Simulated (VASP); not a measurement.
Write the native input for VASP 6.6.1 that does the following.

| Property | Result |
| --- | --- |
| Task | band structure |
| Functional | PBEsol |
| Potentials or basis | VASP PAW PBE potentials, release 64 (Au, Cu) |
| Cutoff | 520 eV |
| k mesh | 5 × 5 × 5 |
| Occupations | fermi-dirac, width 0.05 eV |
| Spin | spin-orbit coupling, no magnetisation |
| Further INCAR settings | ALGO = Normal; EDIFF = 1e-06; NBANDS = 58 |

Cu3Au (Auricupride):

```
CELL_PARAMETERS angstrom
3.74000 0.00000 0.00000
0.00000 3.74000 0.00000
0.00000 0.00000 3.74000
ATOMIC_POSITIONS crystal
Au 0.00000 0.00000 0.00000
Cu 0.50000 0.50000 0.00000
Cu 0.50000 0.00000 0.50000
Cu 0.00000 0.50000 0.50000
```

One way to write it, as run:

POSCAR

```
Cu3Au
1.0
    3.7400000000      0.0000000000      0.0000000000
    0.0000000000      3.7400000000      0.0000000000
    0.0000000000      0.0000000000      3.7400000000
Au Cu
1 3
Direct
    0.0000000000      0.0000000000      0.0000000000
    0.5000000000      0.5000000000      0.0000000000
    0.5000000000      0.0000000000      0.5000000000
    0.0000000000      0.5000000000      0.5000000000
```

INCAR.step1

```
SYSTEM = Cu3Au
PREC = Accurate ; ENCUT = 520
EDIFF = 1E-6 ; ISMEAR = -1
SIGMA = 0.05 ; LREAL = .False.
LASPH = .True. ; NELM = 100
ALGO = Normal ; ISIF = 2
LWAVE = .False. ; LCHARG = .True.
LNONCOLLINEAR = .True. ; MAGMOM = 0 0 0 0 0 0 0 0 0 0 0 0
LORBIT = 11 ; LSORBIT = .True.
GGA_COMPAT = .False. ; LMAXMIX = 4
GGA = PS ; NBANDS = 58
```

KPOINTS.step1

```
Automatic mesh
0
Gamma
  5 5 5
  0 0 0
```

INCAR.step2

```
SYSTEM = Cu3Au
PREC = Accurate ; ENCUT = 520
EDIFF = 1E-6 ; ISMEAR = 0
SIGMA = 0.05 ; LREAL = .False.
LASPH = .True. ; NELM = 100
ALGO = Normal ; ISIF = 2
LWAVE = .False. ; LCHARG = .False.
LNONCOLLINEAR = .True. ; MAGMOM = 0 0 0 0 0 0 0 0 0 0 0 0
LORBIT = 11 ; LSORBIT = .True.
GGA_COMPAT = .False. ; LMAXMIX = 4
GGA = PS ; NBANDS = 58
ICHARG = 11
```

KPOINTS.step2

```
path GXMGRX,MR
10
line-mode
reciprocal
 0.0000000000  0.0000000000  0.0000000000  G
 0.0000000000  0.5000000000  0.0000000000  X

 0.0000000000  0.5000000000  0.0000000000  X
 0.5000000000  0.5000000000  0.0000000000  M

 0.5000000000  0.5000000000  0.0000000000  M
 0.0000000000  0.0000000000  0.0000000000  G

 0.0000000000  0.0000000000  0.0000000000  G
 0.5000000000  0.5000000000  0.5000000000  R

 0.5000000000  0.5000000000  0.5000000000  R
 0.0000000000  0.5000000000  0.0000000000  X

 0.5000000000  0.5000000000  0.0000000000  M
 0.5000000000  0.5000000000  0.5000000000  R
```

Potentials or basis: VASP PAW PBE potentials, release 64 (Au, Cu).

Command:

```bash
$ cat potpaw_PBE.64/Au/POTCAR potpaw_PBE.64/Cu/POTCAR > POTCAR
$ cp INCAR.step1 INCAR
$ cp KPOINTS.step1 KPOINTS
$ mpirun -np 1 vasp_ncl > vasp.out
$ cp INCAR.step2 INCAR
$ cp KPOINTS.step2 KPOINTS
$ mpirun -np 1 vasp_ncl > vasp.out
```

Wall time 4.7 min on 1 thread of Intel(R) Xeon(R) Platinum 8375C CPU @ 2.90GHz (Ice Lake), with other jobs on the host, peak memory 0.4 GiB.
